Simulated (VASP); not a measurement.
# Si (P6_3/mmc) in VASP: a series of runs

One crystal, Si, is run at these levels: r2SCAN0, r2SCAN; tasks: single point.

Program: VASP 6.6.1. These are calculated values, not measurements. Logs are shortened: lines on timing, memory, paths and dates and some standing lists are left out, and cuts for length are marked.

**1. Starting point**

It takes space group P6_3/mmc (No. 194, hexagonal). The conventional cell has a = 2.625 Å, b = 2.625 Å, c = 4.598 Å, α = 90.00°, β = 90.00°, γ = 120.00°. Si (site symmetry -6m2) is surrounded by 12 Si at 2.63 to 2.75 Å.

This isn't the form of Si at room conditions, which is diamond.

**2. Single point, r2SCAN0**

POSCAR reads:

```
Si
1.0
    2.6252514103      0.0000000000      0.0000000000
   -1.3126257052      2.2735344127      0.0000000000
    0.0000000000      0.0000000000      4.5982227962
Si
2
Direct
    0.3333333333      0.6666666667      0.2500000000
    0.6666666667      0.3333333333      0.7500000000
```

INCAR.step1 reads:

```
PREC = Accurate
ENCUT = 520
EDIFF = 1E-5
ISMEAR = -1
SIGMA = 0.1
LREAL = F
LASPH = T
NELM = 60
ALGO = Normal
ISIF = 2
LWAVE = T
LCHARG = F
GGA = PE
NBANDS = 11
```

INCAR.step2 reads:

```
PREC = Accurate
ENCUT = 520
EDIFF = 1E-6
ISMEAR = -1
SIGMA = 0.1
LREAL = F
LASPH = T
NELM = 60
ALGO = Normal
ISIF = 2
LWAVE = F
LCHARG = F
METAGGA = R2SCAN
LHFCALC = T
AEXX = 0.25
LMIXTAU = T
PRECFOCK = Normal
HFRCUT = -1
ISTART = 1
NBANDS = 11
```

KPOINTS reads:

```
Automatic mesh
0
Gamma
  7 7 4
```

Potentials or basis: VASP PAW PBE potentials, release 64 (Si).

Run with:

```sh
cat potpaw_PBE.64/Si/POTCAR > POTCAR
cp INCAR.step1 INCAR
mpirun -np 1 vasp_std > vasp.out
cp INCAR.step2 INCAR
mpirun -np 1 vasp_std > vasp.out
```

OUTCAR:

```text
PREC = Accurate
   ENCUT = 520
   EDIFF = 1E-6
   ISMEAR = -1
   LREAL = F
   LASPH = T
   NELM = 60
   ISIF = 2
   METAGGA = R2SCAN
   LHFCALC = T
   AEXX = 0.25
   PRECFOCK = Normal
   ISTART = 1

 ion  position               nearest neighbor table
   1  0.333  0.667  0.250-   2 2.75   2 2.75   2 2.75   2 2.75   2 2.75   2 2.75
   2  0.667  0.333  0.750-   1 2.75   1 2.75   1 2.75   1 2.75   1 2.75   1 2.75

  LATTYP: Found a hexagonal cell.
 ALAT       =     2.6252514103
 C/A-ratio  =     1.7515361684

  Lattice vectors:

 A1 = (   2.6252514103,   0.0000000000,   0.0000000000)
 A2 = (  -1.3126257052,   2.2735344127,   0.0000000000)
 A3 = (   0.0000000000,   0.0000000000,   4.5982227962)

Analysis of symmetry for initial positions (statically):
=====================================================================
 Subroutine PRICEL returns:
 Original cell was already a primitive cell.

 Routine SETGRP: Setting up the symmetry group for a
 hexagonal supercell.

 Subroutine GETGRP returns: Found 24 space group operations
 (whereof 12 operations were pure point group operations)
 out of a pool of 24 trial point group operations.

The static configuration has the point symmetry D_3d.
 The point group associated with its full space group is D_6h.

Analysis of symmetry for dynamics (positions and initial velocities):
=====================================================================
 Subroutine PRICEL returns:
 Original cell was already a primitive cell.

 Routine SETGRP: Setting up the symmetry group for a
 hexagonal supercell.

 Subroutine GETGRP returns: Found 24 space group operations
 (whereof 12 operations were pure point group operations)
 out of a pool of 24 trial point group operations.

The dynamic configuration has the point symmetry D_3d.
 The point group associated with its full space group is D_6h.

 Subroutine INISYM returns: Found 24 space group operations
 (whereof 12 operations are pure point group operations),
 and found     1 'primitive' translations

----------------------------------------------------------------------------------------

                                     Primitive cell

  volume of cell :      27.4449

  direct lattice vectors                    reciprocal lattice vectors
     2.625251410  0.000000000  0.000000000     0.380915899  0.219921897  0.000000000
    -1.312625705  2.273534413  0.000000000     0.000000000  0.439843793  0.000000000
     0.000000000  0.000000000  4.598222796     0.000000000  0.000000000  0.217475326

  length of vectors
     2.625251410  2.625251410  4.598222796     0.439843793  0.439843793  0.217475326

  position of ions in fractional coordinates (direct lattice)
     0.333333333  0.666666667  0.250000000
     0.666666667  0.333333333  0.750000000

  ion indices of the primitive-cell ions
   primitive index   ion index
                 1           1
                 2           2

----------------------------------------------------------------------------------------

 KPOINTS: Automatic mesh

Automatic generation of k-mesh.
 Grid dimensions read from file:
 generate k-points for:    7    7    4

 Generating k-lattice:

  Cartesian coordinates                     Fractional coordinates (reciprocal lattice)
     0.054416557  0.031417414  0.000000000     0.142857143  0.000000000  0.000000000
     0.000000000  0.062834828  0.000000000     0.000000000  0.142857143  0.000000000
     0.000000000  0.000000000  0.054368831     0.000000000  0.000000000  0.250000000

  Length of vectors
     0.062834828  0.062834828  0.054368831

  Shift w.r.t. Gamma in fractional coordinates (k-lattice)
     0.000000000  0.000000000  0.000000000

 Subroutine IBZKPT returns following result:
 ===========================================

 Found     24 irreducible k-points:

 Following reciprocal coordinates:
            Coordinates               Weight
  0.000000  0.000000  0.000000      1.000000
  0.142857  0.000000  0.000000      6.000000
  0.285714 -0.000000  0.000000      6.000000
  0.428571 -0.000000  0.000000      6.000000
  0.142857  0.142857  0.000000      6.000000
  0.285714  0.142857  0.000000     12.000000
[... 16 lines left out ...]
  0.428571  0.142857  0.500000      6.000000
  0.285714  0.285714  0.500000      6.000000
   k-points           NKPTS =     24   k-points in BZ     NKDIM =    196   number of bands    NBANDS=     11
   number of dos      NEDOS =    301   number of ions     NIONS =      2
   total plane-waves  NPLWV =  14400
   dimension x,y,z NGX =    20 NGY =   20 NGZ =   36
   dimension x,y,z NGXF=    40 NGYF=   40 NGZF=   72
   ions per type =               2
   NGX,Y,Z   is equivalent  to a cutoff of  12.67, 12.67, 13.02 a.u.
   NGXF,Y,Z  is equivalent  to a cutoff of  25.33, 25.33, 26.03 a.u.
 SYSTEM =  unknown system
   PREC   = accura    normal or accurate (medium, high low for compatibility)
   ISTART =      1    job   : 0-new  1-cont  2-samecut
   ICHARG =      0    charge: 1-file 2-atom 10-const
   ISPIN  =      1    spin polarized calculation?
   LNONCOLLINEAR =      F non collinear calculations
   LSORBIT =      F    spin-orbit coupling
   LASPH  =      T    aspherical Exc in radial PAW
   ENCUT  =  520.0 eV  38.22 Ry    6.18 a.u.   4.88  4.88  8.55*2*pi/ulx,y,z
   NELM   =     60;   NELMIN=  2; NELMDL=  0     # of ELM steps
   EDIFF  = 0.1E-05   stopping-criterion for ELM
   LREAL  =      F    real-space projection
   EDIFFG = 0.1E-04   stopping-criterion for IOM
   NSW    =      0    number of steps for IOM
   IBRION =     -1    ionic relax: 0-MD 1-quasi-New 2-CG
   NFREE  =      0    steps in history (QN), initial steepest desc. (CG)
   ISIF   =      2    stress and relaxation
   ISYM   =      3    0-nonsym 1-usesym 2-fastsym
   POTIM  = 0.5000    time-step for ionic-motion
   TEBEG  =    0.0;   TEEND  =   0.0 temperature during run
   PSTRESS=    0.0 pullay stress
   NELECT =       8.0000    total number of electrons
   NUPDOWN=      -1.0000    fix difference up-down
   EMIN   =  10.00;   EMAX   =-10.00  energy-range for DOS
   EFERMI =   0.00;   METHOD = LEGACY
   ISMEAR =    -1;   SIGMA  =   0.10  broadening in eV -4-tet -1-fermi 0-gaus
   EFERMI_NEDOS =   21; number of points for ismear=-14 and -15
   IALGO  =     38    algorithm
   IMIX   =      1    mixing-type and parameters
     AMIX     =   0.40;   BMIX     =  1.00
     AMIX_MAG =   1.60;   BMIX_MAG =  1.00
  volume/ion in A,a.u.               =      13.72        92.60
  Fermi-wavevector in a.u.,A,eV,Ry     =   1.085469  2.051239 16.030963  1.178243
  Thomas-Fermi vector in A             =   2.221583
   LORBIT       =      0    0 simple, 1 ext, 2 COOP (PROOUT), +10 PAW based schemes
   METAGGA = R2SCAN    functional components
   LHFCALC =     T    Hartree Fock is set to
   PRECFOCK=normal    Normal, Fast or Accurate (Low or Medium for compatibility)
   ENCUT4O =  -1.0   cutoff for four orbital integrals eV
   NKREDX  =     1    reduce k-point grid by
   NKREDY  =     1    reduce k-point grid by
   NKREDZ  =     1    reduce k-point grid by
   AEXX    =    0.2500 exact exchange contribution
   HFSCREEN=    0.0000 screening length (either q_TF or 0.3 A-1)
   HFSCREENC=   0.0000 screening length for correlation (either q_TF or 0.3 A-1)
   ENCUTFOCK=  -1.0 apply spherical cutoff to Coloumb kernel
   IVDW    =     0    specifies the selected vdW correction
   LEPSILON=     F    determine dielectric tensor
   LRPA    =     F    only Hartree local field effects (RPA)
 non-spin polarized calculation
  energy-cutoff  :      520.00
  volume of cell :       27.44
 maximum number of plane-waves:       751
 NGX is ok and might be reduce to    20
  NGX = 16; NGY = 16; NGZ = 28

 number of electron       8.0000000 magnetization

 Free energy of the ion-electron system (eV)
  ---------------------------------------------------
  ext. energy  EPLUGINS =         0.00000000
  ---------------------------------------------------
  free energy    TOTEN  =       -17.00156530 eV

  energy without entropy =      -16.98642873  energy(sigma->0) =      -16.99399702

 E-fermi :  11.3384     XC(G=0):  -9.4273

 val. band max:       11.3087795364   @ k =   0.4286   0.1429   0.0000
 cond. band min:      11.6978995857   @ k =   0.4286   0.1429   0.2500
 fundamental gap:      0.3891200492
 Fermi energy:        11.3384186088

 k-point     1 :       0.0000    0.0000    0.0000
  band No.  band energies     occupation
      1      -7.0127      2.00000
      2       0.2494      2.00000
      3       1.4851      2.00000
      4      22.5699      0.00000
      5      22.5699      0.00000
      6      22.7788      0.00000
      7      23.0874      0.00000
      8      23.6262      0.00000
      9      23.6262      0.00000
     10      27.1499      0.00000
     11      27.7757      0.00000

 k-point     2 :       0.1429    0.0000    0.0000
  band No.  band energies     occupation
      1      -6.2994      2.00000
      2       0.9179      2.00000
      3       2.1295      2.00000
      4      16.7289      0.00000
      5      19.7894      0.00000
      6      21.7413      0.00000
      7      22.5307      0.00000
      8      22.7110      0.00000
      9      24.8506      0.00000
     10      25.0758      0.00000
     11      25.4523      0.00000

 k-point     3 :       0.2857   -0.0000    0.0000
  band No.  band energies     occupation
      1      -4.3376      2.00000
      2       2.8234      2.00000
      3       4.0318      2.00000
      4       9.3771      2.00000
      5      16.6398      0.00000
      6      17.5672      0.00000
      7      18.1057      0.00000
      8      19.8545      0.00000
      9      22.9222      0.00000
     10      24.9311      0.00000
     11      25.3235      0.00000
[... 267 lines left out ...]
 k-point    23 :       0.4286    0.1429    0.5000
  band No.  band energies     occupation
      1       3.0892      2.00000
      2       3.0892      2.00000
      3       3.8226      2.00000
      4       3.8226      2.00000
      5      13.1268      0.00000
      6      13.1268      0.00000
      7      18.2495      0.00000
      8      18.2495      0.00000
      9      20.4524      0.00000
     10      20.4524      0.00000
     11      25.9585      0.00000

 k-point    24 :       0.2857    0.2857    0.5000
  band No.  band energies     occupation
      1       2.7789      2.00000
      2       2.7789      2.00000
      3       7.0943      2.00000
      4       7.0943      2.00000
      5       7.7399      2.00000
      6       7.7399      2.00000
      7      18.3532      0.00000
      8      18.3532      0.00000
      9      22.4799      0.00000
     10      22.4799      0.00000
     11      24.1222      0.00000

------------------------ aborting loop because EDIFF is reached ----------------------------------------

  FORCE on cell =-STRESS in cart. coord.  units (eV):
  Direction    XX          YY          ZZ          XY          YZ          ZX
  --------------------------------------------------------------------------------------
  -------------------------------------------------------------------------------------
  Total        0.0182857      0.0182857     -0.2627260     -0.0000000      0.0000000      0.0000000
  in kB        1.0674817      1.0674817    -15.3373834     -0.0000000      0.0000000      0.0000000
  external PRESSURE =      -4.4008067 kB  Pullay stress =       0.0000000 kB

 VOLUME and BASIS-vectors are now :
 -----------------------------------------------------------------------------
  energy-cutoff  :      520.00
  volume of cell :       27.44
      direct lattice vectors                 reciprocal lattice vectors
     2.625251410  0.000000000  0.000000000     0.380915899  0.219921897  0.000000000
    -1.312625705  2.273534413  0.000000000     0.000000000  0.439843793  0.000000000
     0.000000000  0.000000000  4.598222796     0.000000000  0.000000000  0.217475326

 POSITION                                       TOTAL-FORCE (eV/Angst)
 -----------------------------------------------------------------------------------
     -0.00000      1.51569      1.14956         0.000000      0.000000      0.000000
      1.31263      0.75784      3.44867        -0.000000     -0.000000     -0.000000
 -----------------------------------------------------------------------------------
    total drift:                                0.000000      0.000000     -0.000000

  FREE ENERGIE OF THE ION-ELECTRON SYSTEM (eV)
  ---------------------------------------------------
  free  energy   TOTEN  =       -17.0015653043 eV

  energy  without entropy=      -16.9864287283  energy(sigma->0) =      -16.99399702
```

Wall time 16 min (1 thread of AMD EPYC 9R45 (Zen 5), shared host); peak memory 0.12 GiB.

What came out:

```
Free energy            : -17.0016 eV
Pressure               : -0.4 GPa
Band gap on the k mesh : none (metal or under the smearing width)
```

Levels at points of the mesh, in eV from the Fermi level:
| k point | band 1 | band 2 | band 3 | band 4 | band 5 | band 6 | band 7 | band 8 | band 9 |
| --- | --- | --- | --- | --- | --- | --- | --- | --- | --- |
| (0.00, 0.00, 0.00) | -18.35 | -11.09 | -9.85 | 11.23 | 11.23 | 11.44 | 11.75 | 12.29 | 12.29 |
| (0.00, 0.00, 0.50) | -16.35 | -16.35 | -0.51 | -0.51 | 12.71 | 12.71 | 12.71 | 12.71 | 13.98 |

Caveat: the k mesh is coarse (spacing up to 0.39 Å⁻¹), so the values aren't converged, least of all with exact exchange; the PAW data sets were made with another functional, which shifts forces and pressure a little.

**3. Single point, r2SCAN**

POSCAR is that of step 2.

INCAR.step1 reads:

```
SYSTEM = Si
ALGO = Normal
EDIFF = 1E-4
ENCUT = 520
GGA = PE
ISMEAR = -1
LASPH = .TRUE.
LCHARG = .FALSE.
LREAL = .FALSE.
LWAVE = .TRUE.
NBANDS = 11
NELM = 100
PREC = Accurate
SIGMA = 0.1
```

INCAR.step2 reads:

```
SYSTEM = Si
ALGO = Normal
EDIFF = 1E-7
ENCUT = 520
ISIF = 2
ISMEAR = -1
ISTART = 1
LASPH = .TRUE.
LCHARG = .FALSE.
LMIXTAU = .TRUE.
LREAL = .FALSE.
LWAVE = .FALSE.
METAGGA = R2SCAN
NBANDS = 11
NELM = 100
PREC = Accurate
SIGMA = 0.1
```

KPOINTS reads:

```
k-points
0
G
  7 7 4
  0 0 0
```

Potentials or basis: VASP PAW PBE potentials, release 64 (Si).

Run with:

```sh
cat potpaw_PBE.64/Si/POTCAR > POTCAR
cp INCAR.step1 INCAR
mpirun -np 1 vasp_std > vasp.out
cp INCAR.step2 INCAR
mpirun -np 1 vasp_std > vasp.out
```

Run time: 20 s. Hardware: 1 thread of AMD EPYC 9R45 (Zen 5), shared host; peak memory 0.1 GiB.

Results (log left out):

| Item | Value |
| --- | --- |
| Free energy | -16.1040 eV |
| Pressure | 1.3 GPa |
| Band gap on the k mesh | none (metal or under the smearing width) |

Stress tensor (GPa, compression positive):
```
1.10 0.00 0.00
0.00 1.10 0.00
0.00 0.00 1.76
```

Levels at points of the mesh, in eV from the Fermi level:
| k point | band 1 | band 2 | band 3 | band 4 | band 5 | band 6 | band 7 | band 8 | band 9 |
| --- | --- | --- | --- | --- | --- | --- | --- | --- | --- |
| (0.00, 0.00, 0.00) | -16.20 | -9.55 | -8.45 | 10.22 | 10.22 | 10.38 | 10.66 | 11.26 | 11.26 |
| (0.00, 0.00, 0.50) | -14.39 | -14.39 | -0.34 | -0.34 | 11.64 | 11.64 | 11.64 | 11.64 | 12.89 |

Caveat: the k mesh is coarse (spacing up to 0.39 Å⁻¹), so the values aren't converged; the PAW data sets were made with another functional, which shifts forces and pressure a little.
